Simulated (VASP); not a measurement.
Input of a VASP 6.6.1 run:

File POSCAR:

```
HfH2
1.0
   -1.7272060000      1.7272060000      2.1657120000
    1.7272060000     -1.7272060000      2.1657120000
    1.7272060000      1.7272060000     -2.1657120000
H Hf
2 1
Direct
    0.7500000000      0.2500000000      0.5000000000
    0.2500000000      0.7500000000      0.5000000000
    0.0000000000      0.0000000000      0.0000000000
```

Contents of INCAR.step1:

```
SYSTEM = HfH2
ALGO = Normal
EDIFF = 1E-4
ENCUT = 520
GGA = PE
ISMEAR = -1
LASPH = .True.
LCHARG = .False.
LREAL = .False.
LWAVE = .True.
NBANDS = 13
NELM = 100
PREC = Accurate
SIGMA = 0.1279
```

Contents of INCAR.step2:

```
SYSTEM = HfH2
ALGO = Normal
EDIFF = 1E-6
ENCUT = 520
ISIF = 2
ISMEAR = -1
ISTART = 1
LASPH = .True.
LCHARG = .False.
LMIXTAU = .True.
LREAL = .False.
LWAVE = .False.
METAGGA = R2SCAN
NBANDS = 13
NELM = 100
PREC = Accurate
SIGMA = 0.1279
```

KPOINTS

```
k-points
0
Gamma
  13 13 13
  0 0 0
```

Potentials or basis: VASP PAW PBE potentials, release 64 (H, Hf_pv).

Command:

```sh
$ cat potpaw_PBE.64/H/POTCAR potpaw_PBE.64/Hf_pv/POTCAR > POTCAR
$ cp INCAR.step1 INCAR
$ mpirun -np 1 vasp_std > vasp.out
$ cp INCAR.step2 INCAR
$ mpirun -np 1 vasp_std > vasp.out
```

(1) What does it give for the pressure?

(2) Predict the band gap on the k mesh.

## Answers

(1) -0.8 GPa.

(2) none (metal or under the smearing width).

Caveat: the PAW data sets were made with another functional, which shifts forces and pressure a little.
